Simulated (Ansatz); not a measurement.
BP:

```
P B
1.0
     0.00000    2.26900    2.26900
     2.26900    0.00000    2.26900
     2.26900    2.26900    0.00000
P B
1 1
Direct
  0.75000 0.75000 0.75000
  0.00000 0.00000 0.00000
```

```yaml
Program: Ansatz 0.2.0
Task: relaxation of cell and atoms
Functional: LDA
Potentials_or_basis: all-electron LAPW, scalar-relativistic
Basis_error_allowed: 0.001 eV/atom
k_mesh: 10 × 10 × 10
Occupations: fermi-dirac, width 0.05 eV
Spin: no spin polarisation
```

At the start: volume 11.68 Å³/atom.

Task: Where does the relaxation end?

Result: Over 5 steps the energy falls by 6.1 meV/atom and the volume is 11.32 Å³/atom (-3.1 %); space group F-43m (No. 216, to 0.05 Å).

The path:
| step | energy change (eV) | largest force (eV/Å) | volume (Å³) |
| --- | --- | --- | --- |
| 1 | 0.0000 | 0.0000 | 23.36 |
| 2 | -0.0098 | 0.0000 | 22.96 |
| 3 | -0.0122 | 0.0000 | 22.62 |
| 4 | -0.0122 | 0.0000 | 22.63 |
| 5 | -0.0122 | 0.0000 | 22.63 |

Final structure:
```xyz
2
Lattice="0.0000 2.2452 2.2452 2.2452 0.0000 2.2452 2.2452 2.2452 0.0000" Properties=species:S:1:pos:R:3 pbc="T T T"
P     3.3678    3.3678    3.3678
B     0.0000    0.0000    0.0000
```
